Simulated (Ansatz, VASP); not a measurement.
Te2Mo: VASP beside Ansatz

```xyz
3
Lattice="3.6910 0.0000 0.0000 -1.8455 3.1965 0.0000 0.0000 0.0000 33.2699" Properties=species:S:1:pos:R:3 pbc="T T T"
Te    0.0000    2.1310   14.9439
Te    0.0000    2.1310   18.3259
Mo    1.8455    1.0655   16.6349
```

Alike in both runs: task single point; functional PBE; dispersion D3(BJ); k mesh 9 × 9 × 1; occupations gaussian, width 0.02 eV; no spin polarisation.

|  | VASP | Ansatz |
| --- | --- | --- |
| version | VASP 6.6.1 | Ansatz 0.2.0 |
| potentials or method | VASP PAW PBE potentials, release 64 (Te, Mo_sv) | scalar-relativistic, plane waves, PAW |
| plane-wave cutoff (eV) | 520 | 420 |
| valence electrons in the cell | 26 | 46 |

Ansatz gave:

| Quantity | Value |
| --- | --- |
| gap on the k mesh at the Fermi level (eV) | 0.57 |
| least direct gap on the mesh (eV) | 0.75 |
| rms of the force components (eV/Å) | 0.416 |

Task: Which values does VASP return?

Result: gap on the k mesh at the Fermi level (eV): 0.56; least direct gap on the mesh (eV): 0.74; rms of the force components (eV/Å): 0.426.

The two sets of potentials don't hold the same shells in valence.

Caveats: spin-orbit coupling is left out, which moves the levels of the heavy elements. As with any semilocal functional, this PBE gap is likely too small.
